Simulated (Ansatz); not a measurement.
# Pd (fcc): the equilibrium volume

Aim: the volume at which the pressure of Pd (fcc) vanishes. The run doesn't test whether this is the element's stable form.

Program: Ansatz 0.2.0. Level of theory: DFT PBE, scalar-relativistic, plane waves, PAW. These are calculated values, not measurements.

## Step 1: The structure to begin with

Symmetry: Fm-3m, No. 225, cubic system. The conventional cell has a = 3.890 Å, b = 3.890 Å, c = 3.890 Å, α = 90.00°, β = 90.00°, γ = 90.00°. Around Pd (site symmetry m-3m) lie 12 Pd at 2.75 Å.

As a file:

```
Pd
1.0
     0.00000    1.94500    1.94500
     1.94500    0.00000    1.94500
     1.94500    1.94500    0.00000
Pd
1
Direct
  0.00000 0.00000 0.00000
```

## Step 2: At the starting volume

input.yaml reads:

```yaml
crystal:
  lattice:
    - [0.0, 1.945, 1.945]
    - [1.945, 0.0, 1.945]
    - [1.945, 1.945, 0.0]
  atoms:
    - { symbol: Pd, position: [0.0, 0.0, 0.0] }
basis:
  ecutwfc: 420
  ecutrho_ratio: 4
kpoints:
  mp_grid: { grid: [14, 14, 14] }
hamiltonian:
  xc: pbe
scf:
  occupations: { method: gaussian, width: 0.05 }
output:
  forces: true
  stress: true
  eigenvalues: true
```

On the command line:

```
ansatz run input.yaml --threads 8 --pin off --max-ram 15360MiB --backend cpu --events-out ev --progress --plain --runs-dir out
```

Output, shortened:

```text
Warning: RAYON_NUM_THREADS=8 ignored (pool sized by the plan → 8); use --threads N
[...]
Pseudopotentials: kind: paw
Pseudopotential: Pd, paw, valence charge 18, recommended cutoff 420 eV (normal), Pd.paw.azcp
Functional definition: PBE
[...]
Crystal: 1 atoms, lattice volume = 14.716 Å³
Basis set: ecut = 420 eV, 283 PW (Γ), exchange–correlation on 40×40×40 points (8 copies of the dense FFT grid, shifted against one another)
Bands: 13, of which v1, the nominal top of the filled ones, is band 9 counted from 1 (8 counted from 0)
Symmetry: 48 space group operations
Space group: Fm-3m (ITA 225), of the structure as read, at distance tolerance 2.5e-5 Å
k-points: 104 of 2744
[...]
SCF iter   1: F=—  HF=-6972.825832 eV  |F-HF|=—  |Δ(HF+E_count)|=         —  Δρ=4.91e-3  dr2=1.99e-3  ethr=1.77e-3  ⟨swp⟩=5.4  Hψ=7878  notcnv=0
[...]
SCF iter   6: F=-6972.825585 eV  HF=-6972.825585 eV  |F-HF|=5.46e-12  |Δ(HF+E_count)|=   1.31e-9  Δρ=1.28e-6  dr2=8.95e-11  ethr=2.48e-11  ⟨swp⟩=2.1  Hψ=3768  notcnv=0
[...]
SCF converged after 6 iterations
Free energy (F): -6972.825585 eV
[...]
E sigma→0 (E₀):  -6972.823555 eV
Entropy (-TS):   -0.004062 eV (-4.062 meV/atom)
Fermi energy:    19.880951 eV
[...]
--- Forces (eV/Å), atoms counted from 1 ---
  atom   1  Pd    -0.00000000    -0.00000000     0.00000000
[...]
--- Stress (GPa, compression-positive) ---
        7.734715       0.000000      -0.000000
       -0.000000       7.734715       0.000000
        0.000000      -0.000000       7.734715
  P = ⅓ Tr σ = 7.7347 GPa (77.347 kbar)
--- Band table (eV; the first three rows and the last of 104) ---
  k-point 0: bands = ["-64.2520", "-29.7512", "-29.7512", "-29.7512", "12.7091", "17.0291", "17.0291", "17.0291", "18.6490", "18.6490", "36.9000", "41.6216", "41.6216"]
[...]
```

Run time: 0.24 s. Hardware: 8 threads of Intel Xeon 6975P-C (Granite Rapids), shared host; peak memory 0.35 GiB.

Read off: volume 14.716 Å³/atom, pressure 7.73 GPa, a metal on this mesh.

## Step 3: Next volume: 15.475 Å³/atom

Changes to input.yaml since step 2:

```diff
@@ -2,5 +2,5 @@
   lattice:
-    - [0.0, 1.945, 1.945]
-    - [1.945, 0.0, 1.945]
-    - [1.945, 1.945, 0.0]
+    - [0.0, 1.9778724483, 1.9778724483]
+    - [1.9778724483, 0.0, 1.9778724483]
+    - [1.9778724483, 1.9778724483, 0.0]
   atoms:
```

On the command line:

```
ansatz run input.yaml --threads 8 --pin off --max-ram 15360MiB --backend cpu --events-out ev --progress --plain --runs-dir out
```

Output, shortened:

```text
Warning: RAYON_NUM_THREADS=8 ignored (pool sized by the plan → 8); use --threads N
[...]
Pseudopotentials: kind: paw
Pseudopotential: Pd, paw, valence charge 18, recommended cutoff 420 eV (normal), Pd.paw.azcp
Functional definition: PBE
[...]
Crystal: 1 atoms, lattice volume = 15.475 Å³
Basis set: ecut = 420 eV, 307 PW (Γ), exchange–correlation on 40×40×40 points (8 copies of the dense FFT grid, shifted against one another)
Bands: 13, of which v1, the nominal top of the filled ones, is band 9 counted from 1 (8 counted from 0)
Symmetry: 48 space group operations
Space group: Fm-3m (ITA 225), of the structure as read, at distance tolerance 2.5e-5 Å
k-points: 104 of 2744
[...]
SCF iter   1: F=—  HF=-6972.839401 eV  |F-HF|=—  |Δ(HF+E_count)|=         —  Δρ=5.16e-3  dr2=1.66e-3  ethr=1.77e-3  ⟨swp⟩=5.3  Hψ=7898  notcnv=0
[...]
SCF iter   6: F=-6972.839241 eV  HF=-6972.839241 eV  |F-HF|=1.35e-9  |Δ(HF+E_count)|=   9.22e-9  Δρ=5.52e-6  dr2=2.76e-9  ethr=2.09e-10  ⟨swp⟩=2.1  Hψ=4111  notcnv=0
[...]
SCF converged after 6 iterations
Free energy (F): -6972.839241 eV
[...]
E sigma→0 (E₀):  -6972.836993 eV
Entropy (-TS):   -0.004496 eV (-4.496 meV/atom)
Fermi energy:    18.572479 eV
[...]
--- Forces (eV/Å), atoms counted from 1 ---
  atom   1  Pd    -0.00000000     0.00000000     0.00000000
[...]
--- Stress (GPa, compression-positive) ---
       -1.475269       0.000000      -0.000000
       -0.000000      -1.475269      -0.000000
       -0.000000       0.000000      -1.475269
  P = ⅓ Tr σ = -1.4753 GPa (-14.753 kbar)
--- Band table (eV; the first three rows and the last of 104) ---
  k-point 0: bands = ["-65.4047", "-30.9396", "-30.9396", "-30.9396", "11.7793", "15.9423", "15.9423", "15.9423", "17.4342", "17.4342", "35.5617", "40.0169", "40.0169"]
[...]
```

It took 0.24 s on 8 threads of Intel Xeon 6975P-C (Granite Rapids), shared host; peak memory 0.35 GiB.

This gives: volume 15.475 Å³/atom, pressure -1.48 GPa, no gap.

## Step 4: Volume 15.338 Å³/atom

Changes to input.yaml since step 3:

```diff
@@ -2,5 +2,5 @@
   lattice:
-    - [0.0, 1.9778724483, 1.9778724483]
-    - [1.9778724483, 0.0, 1.9778724483]
-    - [1.9778724483, 1.9778724483, 0.0]
+    - [0.0, 1.9720405557, 1.9720405557]
+    - [1.9720405557, 0.0, 1.9720405557]
+    - [1.9720405557, 1.9720405557, 0.0]
   atoms:
```

On the command line:

```
ansatz run input.yaml --threads 8 --pin off --max-ram 15360MiB --backend cpu --events-out ev --progress --plain --runs-dir out
```

Output, shortened:

```text
Warning: RAYON_NUM_THREADS=8 ignored (pool sized by the plan → 8); use --threads N
[...]
Pseudopotentials: kind: paw
Pseudopotential: Pd, paw, valence charge 18, recommended cutoff 420 eV (normal), Pd.paw.azcp
Functional definition: PBE
[...]
Crystal: 1 atoms, lattice volume = 15.338 Å³
Basis set: ecut = 420 eV, 307 PW (Γ), exchange–correlation on 40×40×40 points (8 copies of the dense FFT grid, shifted against one another)
Bands: 13, of which v1, the nominal top of the filled ones, is band 9 counted from 1 (8 counted from 0)
Symmetry: 48 space group operations
Space group: Fm-3m (ITA 225), of the structure as read, at distance tolerance 2.5e-5 Å
k-points: 104 of 2744
[...]
SCF iter   1: F=—  HF=-6972.840067 eV  |F-HF|=—  |Δ(HF+E_count)|=         —  Δρ=5.13e-3  dr2=1.76e-3  ethr=1.77e-3  ⟨swp⟩=5.3  Hψ=7896  notcnv=0
[...]
SCF iter   6: F=-6972.839878 eV  HF=-6972.839878 eV  |F-HF|=1.62e-9  |Δ(HF+E_count)|=   1.13e-8  Δρ=5.30e-6  dr2=2.91e-9  ethr=2.63e-10  ⟨swp⟩=2.1  Hψ=4130  notcnv=0
[...]
SCF converged after 6 iterations
Free energy (F): -6972.839878 eV
[...]
E sigma→0 (E₀):  -6972.837669 eV
Entropy (-TS):   -0.004418 eV (-4.418 meV/atom)
Fermi energy:    18.797860 eV
[...]
--- Forces (eV/Å), atoms counted from 1 ---
  atom   1  Pd    -0.00000000    -0.00000000    -0.00000000
[...]
--- Stress (GPa, compression-positive) ---
       -0.028674       0.000000       0.000000
        0.000000      -0.028674      -0.000000
        0.000000       0.000000      -0.028674
  P = ⅓ Tr σ = -0.0287 GPa (-0.287 kbar)
--- Band table (eV; the first three rows and the last of 104) ---
  k-point 0: bands = ["-65.2060", "-30.7350", "-30.7350", "-30.7350", "11.9390", "16.1299", "16.1299", "16.1299", "17.6437", "17.6437", "35.7935", "40.2960", "40.2960"]
[...]
```

Run time: 0.23 s. Hardware: 8 threads of Intel Xeon 6975P-C (Granite Rapids), shared host; peak memory 0.32 GiB.

Read off: volume 15.338 Å³/atom, pressure -0.03 GPa, a metal on this mesh.

## Step 5: The volume search in one table

```
step  level      mesh  relaxed  volume (Å³/atom)  pressure (GPa)
   2    PBE  14×14×14  nothing            14.716            7.73
   3    PBE  14×14×14  nothing            15.475           -1.48
   4    PBE  14×14×14  nothing            15.338           -0.03
```

How the cell compares, before and after:

| cell as typed | before | after | change |
| --- | --- | --- | --- |
| a (Å) | 2.751 | 2.789 | +1.4 % |
| b (Å) | 2.751 | 2.789 | +1.4 % |
| c (Å) | 2.751 | 2.789 | +1.4 % |
| volume (Å³/atom) | 14.716 | 15.338 | +4.2 % |
| shortest distance (Å) | 2.751 | 2.789 | +1.4 % |
| space group | Fm-3m | Fm-3m | same |

## Step 6: What came out

| quantity | value |
| --- | --- |
| volume | 15.338 Å³/atom |
| pressure | -0.03 GPa |
| conventional cell | a = 3.944 Å, b = 3.944 Å, c = 3.944 Å, α = 90.00°, β = 90.00°, γ = 90.00° |
| gap on the mesh | none (metal) |

Over the 3 runs shown the cell moved from 14.72 to 15.34 Å³/atom, a change of +4.2 %, where the pressure is zero within 0.03 GPa.
